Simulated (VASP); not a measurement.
# Si2Mo (I4/mmm) in VASP: notebook

One crystal, Si2Mo, is run at these levels: PBE; tasks: relaxation of cell and atoms, vibrations by finite differences.

All numbers are computed with VASP 6.6.1; they aren't measurements. Logs are shortened: lines on timing, memory, paths and dates and some standing lists are left out, and cuts for length are marked.

## 1. The structure

Symmetry: I4/mmm, No. 139, tetragonal system. Conventional cell: a = 3.200 Å, b = 3.200 Å, c = 7.861 Å, α = 90.00°, β = 90.00°, γ = 90.00°. Around Si (site symmetry 4mm) lie 5 Si at 2.61 to 2.63 Å and 5 Mo at 2.62 Å. Mo (site symmetry 4/mmm) has 10 Si at 2.62 Å as nearest neighbours.

## 2. Relaxation of cell and atoms, PBE

INCAR

```
ALGO = Normal
EDIFF = 1E-7
EDIFFG = -0.002
ENCUT = 520
GGA = PE
IBRION = 2
ISIF = 3
ISMEAR = 0
KPAR = 4
LASPH = T
LCHARG = F
LREAL = F
LWAVE = F
NELM = 80
NSW = 80
PREC = Accurate
SIGMA = 0.1
```

KPOINTS

```
k-points
0
Gamma
  4 4 4
```

POSCAR

```
Si2Mo
1.0
   -1.6000000000      1.6000000000      3.9305000000
    1.6000000000     -1.6000000000      3.9305000000
    1.6000000000      1.6000000000     -3.9305000000
Si Mo
2 1
Direct
    0.3330000000      0.3330000000      0.0000000000
    0.6670000000      0.6670000000      0.0000000000
    0.0000000000      0.0000000000      0.0000000000
```

Potentials or basis: VASP PAW PBE potentials, release 64 (Si, Mo_sv).

Launch:

```console
> cat potpaw_PBE.64/Si/POTCAR potpaw_PBE.64/Mo_sv/POTCAR > POTCAR
> mpirun -np 4 vasp_std > vasp.out
```

OUTCAR:

```text
EDIFF = 1E-7
   EDIFFG = -0.002
   ENCUT = 520
   GGA = PE
   IBRION = 2
   ISIF = 3
   ISMEAR = 0
   LASPH = T
   LREAL = F
   NELM = 80
   NSW = 80
   PREC = Accurate

 ion  position               nearest neighbor table
   1  0.333  0.333  0.000-   2 2.61   2 2.61   2 2.61   2 2.61   3 2.62   3 2.62   3 2.62   3 2.62
                             3 2.62   2 2.63
   2  0.667  0.667  0.000-   1 2.61   1 2.61   1 2.61   1 2.61   3 2.62   3 2.62   3 2.62   3 2.62
                             3 2.62   1 2.63
   3  0.000  0.000  0.000-   2 2.62   1 2.62   2 2.62   1 2.62   2 2.62   1 2.62   1 2.62   2 2.62
                             1 2.62   2 2.62

  LATTYP: Found a body centered tetragonal cell.
 ALAT       =     3.2000000000
 C/A-ratio  =     2.4565625000

  Lattice vectors:

 A1 = (  -1.6000000000,   1.6000000000,   3.9305000000)
 A2 = (   1.6000000000,  -1.6000000000,   3.9305000000)
 A3 = (   1.6000000000,   1.6000000000,  -3.9305000000)

Analysis of symmetry for initial positions (statically):
=====================================================================
 Subroutine PRICEL returns:
 Original cell was already a primitive cell.

 Routine SETGRP: Setting up the symmetry group for a
 body centered tetragonal supercell.

 Subroutine GETGRP returns: Found 16 space group operations
 (whereof 16 operations were pure point group operations)
 out of a pool of 16 trial point group operations.

The static configuration has the point symmetry D_4h.

Analysis of symmetry for dynamics (positions and initial velocities):
=====================================================================
 Subroutine PRICEL returns:
 Original cell was already a primitive cell.

 Routine SETGRP: Setting up the symmetry group for a
 body centered tetragonal supercell.

 Subroutine GETGRP returns: Found 16 space group operations
 (whereof 16 operations were pure point group operations)
 out of a pool of 16 trial point group operations.

The dynamic configuration has the point symmetry D_4h.

 Subroutine INISYM returns: Found 16 space group operations
 (whereof 16 operations are pure point group operations),
 and found     1 'primitive' translations

----------------------------------------------------------------------------------------

                                     Primitive cell

  volume of cell :      40.2483

  direct lattice vectors                    reciprocal lattice vectors
    -1.600000000  1.600000000  3.930500000     0.000000000  0.312500000  0.127210279
     1.600000000 -1.600000000  3.930500000     0.312500000  0.000000000  0.127210279
     1.600000000  1.600000000 -3.930500000     0.312500000  0.312500000  0.000000000

  length of vectors
     4.535287229  4.535287229  4.535287229     0.337399918  0.337399918  0.441941738

  position of ions in fractional coordinates (direct lattice)
     0.333000000  0.333000000  0.000000000
     0.667000000  0.667000000  0.000000000
     0.000000000  0.000000000  0.000000000

  ion indices of the primitive-cell ions
   primitive index   ion index
                 1           1
                 2           2
                 3           3

----------------------------------------------------------------------------------------

 KPOINTS: k-points

Automatic generation of k-mesh.
 Grid dimensions read from file:
 generate k-points for:    4    4    4

 Generating k-lattice:

  Cartesian coordinates                     Fractional coordinates (reciprocal lattice)
     0.000000000  0.078125000  0.031802570     0.250000000  0.000000000 -0.000000000
     0.078125000  0.000000000  0.031802570     0.000000000  0.250000000 -0.000000000
     0.078125000  0.078125000  0.000000000     0.000000000  0.000000000  0.250000000

  Length of vectors
     0.084349980  0.084349980  0.110485435

  Shift w.r.t. Gamma in fractional coordinates (k-lattice)
     0.000000000  0.000000000  0.000000000

 Subroutine IBZKPT returns following result:
 ===========================================

 Found     13 irreducible k-points:

 Following reciprocal coordinates:
            Coordinates               Weight
  0.000000  0.000000  0.000000      1.000000
  0.250000  0.000000  0.000000      8.000000
  0.500000  0.000000  0.000000      4.000000
  0.250000  0.250000  0.000000      8.000000
  0.500000  0.250000  0.000000     16.000000
 -0.250000  0.250000  0.000000      4.000000
  0.500000  0.500000  0.000000      2.000000
  0.250000  0.250000  0.250000      2.000000
 -0.250000  0.250000  0.250000      4.000000
  0.500000  0.500000  0.250000      4.000000
 -0.250000  0.500000  0.250000      8.000000
 -0.250000 -0.250000  0.250000      2.000000
  0.500000  0.500000  0.500000      1.000000
   k-points           NKPTS =     13   k-points in BZ     NKDIM =     13   number of bands    NBANDS=     15
   number of dos      NEDOS =    301   number of ions     NIONS =      3
   total plane-waves  NPLWV =  46656
   dimension x,y,z NGX =    36 NGY =   36 NGZ =   36
   dimension x,y,z NGXF=    72 NGYF=   72 NGZF=   72
   ions per type =               2   1
   NGX,Y,Z   is equivalent  to a cutoff of  13.20, 13.20, 13.20 a.u.
   NGXF,Y,Z  is equivalent  to a cutoff of  26.39, 26.39, 26.39 a.u.
 SYSTEM =  unknown system
   PREC   = accura    normal or accurate (medium, high low for compatibility)
   ISTART =      0    job   : 0-new  1-cont  2-samecut
   ICHARG =      2    charge: 1-file 2-atom 10-const
   ISPIN  =      1    spin polarized calculation?
   LNONCOLLINEAR =      F non collinear calculations
   LSORBIT =      F    spin-orbit coupling
   LASPH  =      T    aspherical Exc in radial PAW
   ENCUT  =  520.0 eV  38.22 Ry    6.18 a.u.   8.43  8.43  8.43*2*pi/ulx,y,z
   NELM   =     80;   NELMIN=  2; NELMDL= -5     # of ELM steps
   EDIFF  = 0.1E-06   stopping-criterion for ELM
   LREAL  =      F    real-space projection
   EDIFFG = -.2E-02   stopping-criterion for IOM
   NSW    =     80    number of steps for IOM
   IBRION =      2    ionic relax: 0-MD 1-quasi-New 2-CG
   NFREE  =      1    steps in history (QN), initial steepest desc. (CG)
   ISIF   =      3    stress and relaxation
   ISYM   =      2    0-nonsym 1-usesym 2-fastsym
   POTIM  = 0.5000    time-step for ionic-motion
   TEBEG  =    0.0;   TEEND  =   0.0 temperature during run
   PSTRESS=    0.0 pullay stress
   NELECT =      22.0000    total number of electrons
   NUPDOWN=      -1.0000    fix difference up-down
   EMIN   =  10.00;   EMAX   =-10.00  energy-range for DOS
   EFERMI =   0.00;   METHOD = LEGACY
   ISMEAR =     0;   SIGMA  =   0.10  broadening in eV -4-tet -1-fermi 0-gaus
   EFERMI_NEDOS =   21; number of points for ismear=-14 and -15
   IALGO  =     38    algorithm
   IMIX   =      4    mixing-type and parameters
     AMIX     =   0.40;   BMIX     =  1.00
     AMIX_MAG =   1.60;   BMIX_MAG =  1.00
  volume/ion in A,a.u.               =      13.42        90.54
  Fermi-wavevector in a.u.,A,eV,Ry     =   1.338546  2.529484 24.377614  1.791704
  Thomas-Fermi vector in A             =   2.467007
   LORBIT       =      0    0 simple, 1 ext, 2 COOP (PROOUT), +10 PAW based schemes
   GGA     = PE    functional components
   LHFCALC =     F    Hartree Fock is set to
   AEXX    =    0.0000 exact exchange contribution
   IVDW    =     0    specifies the selected vdW correction
   LEPSILON=     F    determine dielectric tensor
   LRPA    =     F    only Hartree local field effects (RPA)
 conjugate gradient relaxation of ions
 non-spin polarized calculation
 Gauss-broadening in eV      SIGMA  =   0.10
  energy-cutoff  :      520.00
  volume of cell :       40.25
 maximum number of plane-waves:      1104
 NGX is ok and might be reduce to    36
   NGX = 17   NGY = 17   NGZ = 17

--------------------------------------- Ionic step        1  -------------------------------------------

 number of electron      22.0000000 magnetization

 Free energy of the ion-electron system (eV)
  ---------------------------------------------------
  ext. energy  EPLUGINS =         0.00000000
  ---------------------------------------------------
  free energy    TOTEN  =       -23.21841551 eV

  energy without entropy =      -23.21366944  energy(sigma->0) =      -23.21604247

------------------------ aborting loop because EDIFF is reached ----------------------------------------

  FORCE on cell =-STRESS in cart. coord.  units (eV):
  Direction    XX          YY          ZZ          XY          YZ          ZX
  --------------------------------------------------------------------------------------
  -------------------------------------------------------------------------------------
  Total        0.7561115      0.7561115      0.5768284      0.0000000      0.0000000      0.0000000
  in kB       30.0987660     30.0987660     22.9619879      0.0000000      0.0000000      0.0000000
  external PRESSURE =      27.7198400 kB  Pullay stress =       0.0000000 kB
[... 207 lines left out ...]
  energy  without entropy=      -23.2192562280  energy(sigma->0) =      -23.22161160

--------------------------------------- Ionic step        7  -------------------------------------------

 number of electron      22.0000000 magnetization

 Free energy of the ion-electron system (eV)
  ---------------------------------------------------
  ext. energy  EPLUGINS =         0.00000000
  ---------------------------------------------------
  free energy    TOTEN  =       -23.22396786 eV

  energy without entropy =      -23.21925234  energy(sigma->0) =      -23.22161010

 E-fermi :  12.2795     XC(G=0): -12.3613

 val. band max:       12.2793296413   @ k =   0.2500   0.2500   0.2500
 cond. band min:      12.3295593298   @ k =   0.5000   0.5000   0.2500
 fundamental gap:      0.0502296885
 Fermi energy:        12.2795078752

 k-point     1 :       0.0000    0.0000    0.0000
  band No.  band energies     occupation
      1     -48.7092      2.00000
      2     -22.8338      2.00000
      3     -22.7881      2.00000
      4     -22.7881      2.00000
      5      -1.2721      2.00000
      6       5.7783      2.00000
      7       8.6082      2.00000
      8       9.0692      2.00000
      9       9.4520      2.00000
     10       9.4520      2.00000
     11      12.4089      0.06717
     12      15.0835      0.00000
     13      15.2631      0.00000
     14      15.5845      0.00000
     15      15.5845      0.00000
[... 244 lines left out ...]
  FREE ENERGIE OF THE ION-ELECTRON SYSTEM (eV)
  ---------------------------------------------------
  free  energy   TOTEN  =       -23.2239678561 eV

  energy  without entropy=      -23.2192523352  energy(sigma->0) =      -23.22161010

 reached required accuracy - stopping structural energy minimisation
```

It took 17 s on 4 MPI ranks of Intel Xeon 6975P-C (Granite Rapids), shared host; peak memory 0.2 GiB.

Results:

| Item | Value |
| --- | --- |
| Free energy | -23.2240 eV |
| Relaxed volume | 13.60 Å³/atom |
| Relaxed cell | a = 4.552 Å, b = 4.552 Å, c = 4.552 Å, α = 138.61°, β = 138.61°, γ = 59.98° |
| Space group after relaxing (to 0.05 Å) | I4/mmm (No. 139) |
| Energy gained by relaxing | 1.9 meV/atom |
| Ionic steps | 7 |
| Pressure after relaxing | 0.0 GPa |
| Band gap on the k mesh | none (metal or under the smearing width) |

The path:
| step | energy change (eV) | largest force (eV/Å) | pressure (GPa) | volume (Å³) |
| --- | --- | --- | --- | --- |
| 1 | 0.0000 | 0.0991 | 2.77 | 40.25 |
| 2 | 0.0042 | 0.0620 | -3.79 | 41.62 |
| 3 | -0.0051 | 0.0810 | -0.12 | 40.82 |
| 4 | -0.0055 | 0.0146 | 0.00 | 40.81 |
| 5 | -0.0055 | 0.0098 | 0.00 | 40.81 |
| 6 | -0.0056 | 0.0022 | 0.00 | 40.81 |
| 7 | -0.0056 | 0.0002 | 0.00 | 40.81 |

Final structure:
```yaml
crystal:
  lattice:
    - [-1.60871, 1.60871, 3.94243]
    - [1.60871, -1.60871, 3.94243]
    - [1.60871, 1.60871, -3.94243]
  atoms:
    - { symbol: Si, position: [0.33382, 0.33382, 0.00000] }
    - { symbol: Si, position: [0.66618, 0.66618, 0.00000] }
    - { symbol: Mo, position: [0.00000, 0.00000, 0.00000] }
```

Caveat: the k mesh is coarse (spacing up to 0.69 Å⁻¹), so the values aren't converged. PBE usually gives volumes a little too large and moduli too small.

## 3. Relaxation of cell and atoms, PBE

This run uses another cell than the first one, of 13.60 Å³/atom, 1.014 times its volume.

INCAR is that of step 2.

KPOINTS is that of step 2.

POSCAR

```
Si2Mo                                   
1.0
   -1.6087050190      1.6087050190      3.9424308146
    1.6087050190     -1.6087050190      3.9424308146
    1.6087050190      1.6087050190     -3.9424308146
  Si              Mo            
     2     1
Direct
     0.3338194051157234    0.3338194051157234    0.0000000000000000
     0.6661805948842765    0.6661805948842765    0.0000000000000000
     0.0000000000000000    0.0000000000000000    0.0000000000000000
```

Potentials or basis: VASP PAW PBE potentials, release 64 (Si, Mo_sv).

Launch:

```console
> cat potpaw_PBE.64/Si/POTCAR potpaw_PBE.64/Mo_sv/POTCAR > POTCAR
> mpirun -np 4 vasp_std > vasp.out
```

It took 5 s on 4 MPI ranks of Intel Xeon 6975P-C (Granite Rapids), shared host; peak memory 0.19 GiB.

Results (log left out):

| Item | Value |
| --- | --- |
| Free energy | -23.2241 eV |
| Pressure after relaxing | 0.0 GPa |
| Band gap on the k mesh | none (metal or under the smearing width) |

Final structure:
```cif
data_structure
_symmetry_space_group_name_H-M 'P 1'
_symmetry_Int_Tables_number 1
_cell_length_a 4.5518
_cell_length_b 4.5518
_cell_length_c 4.5518
_cell_angle_alpha 138.606
_cell_angle_beta 138.606
_cell_angle_gamma 59.976
_cell_volume 40.81
loop_
_atom_site_label
_atom_site_type_symbol
_atom_site_fract_x
_atom_site_fract_y
_atom_site_fract_z
_atom_site_occupancy
Si1 Si 0.33382 0.33382 0.00000 1
Si2 Si 0.66618 0.66618 0.00000 1
Mo1 Mo 0.00000 0.00000 0.00000 1
```

Levels at points of the mesh, in eV from the Fermi level:
```
           k point  band 7  band 8  band 9  band 10  band 11  band 12  band 13  band 14  band 15
(0.00, 0.00, 0.00)   -3.67   -3.21   -2.83    -2.83     0.13     2.80     2.98     3.31     3.31
(0.50, 0.00, 0.00)   -5.10   -4.67   -2.77    -2.74    -0.73     1.97     2.80     3.71     3.98
(0.50, 0.50, 0.00)   -5.83   -5.47   -4.64    -3.22    -1.40     2.01     2.43     2.80     3.03
(0.50, 0.50, 0.50)   -3.68   -2.42   -0.80    -0.80    -0.73    -0.73     0.26     4.40     4.77
```

Caveat: the k mesh is coarse (spacing up to 0.69 Å⁻¹), so the values aren't converged; the relaxation stopped at its first step, so nothing moved.

## 4. Vibrations by finite differences, PBE

This run uses another cell than the first one, of 13.60 Å³/atom, 1.014 times its volume.

INCAR

```
SYSTEM = Si2Mo
ALGO = Normal
EDIFF = 1E-8
ENCUT = 520
GGA = PE
IBRION = 6
ISIF = 3
ISMEAR = 0
KPAR = 4
LASPH = .TRUE.
LCHARG = .FALSE.
LREAL = .FALSE.
LWAVE = .FALSE.
NBANDS = 18
NELM = 80
NFREE = 2
NSW = 1
POTIM = 0.015
PREC = Accurate
SIGMA = 0.1
```

KPOINTS

```
k-points
0
G
  4 4 4
  0 0 0
```

POSCAR

```
Si2Mo                                   
1.0
   -1.6087050190      1.6087050190      3.9424308146
    1.6087050190     -1.6087050190      3.9424308146
    1.6087050190      1.6087050190     -3.9424308146
  Si              Mo            
     2     1
Direct
     0.3338194051157259    0.3338194051157259    0.0000000000000000
     0.6661805948842741    0.6661805948842741    0.0000000000000000
     0.0000000000000000    0.0000000000000000    0.0000000000000000
```

Launch:

```console
> cat potpaw_PBE.64/Si/POTCAR potpaw_PBE.64/Mo_sv/POTCAR > POTCAR
> mpirun -np 4 vasp_std > vasp.out
```

It took 83 s on 4 MPI ranks of Intel Xeon 6975P-C (Granite Rapids), shared host; peak memory 0.24 GiB.

It converged, with:

- Voigt bulk modulus: 200 GPa
- Highest phonon frequency at Γ: 421 cm⁻¹

Phonon frequencies in cm⁻¹ (negative: imaginary):
```csv
q point,frequencies
"(0.000, 0.000, 0.000)",0 0 0 268 268 314 323 323 421
```

Elastic tensor in Voigt notation (GPa, in the Cartesian axes of the cell as first typed):
```
424  81  82   0   0   0
 81 424  82   0   0   0
 82  82 467   0   0   0
  0   0   0 189   0   0
  0   0   0   0 189   0
  0   0   0   0   0 196
```

Clamped-ion elastic tensor (GPa):
```
425  82  83   0   0   0
 82 425  83   0   0   0
 83  83 468   0   0   0
  0   0   0 190   0   0
  0   0   0   0 190   0
  0   0   0   0   0 196
```

Caveat: the k mesh is coarse (spacing up to 0.69 Å⁻¹), so the values aren't converged; elastic constants of metals need much finer meshes, so these are rough.
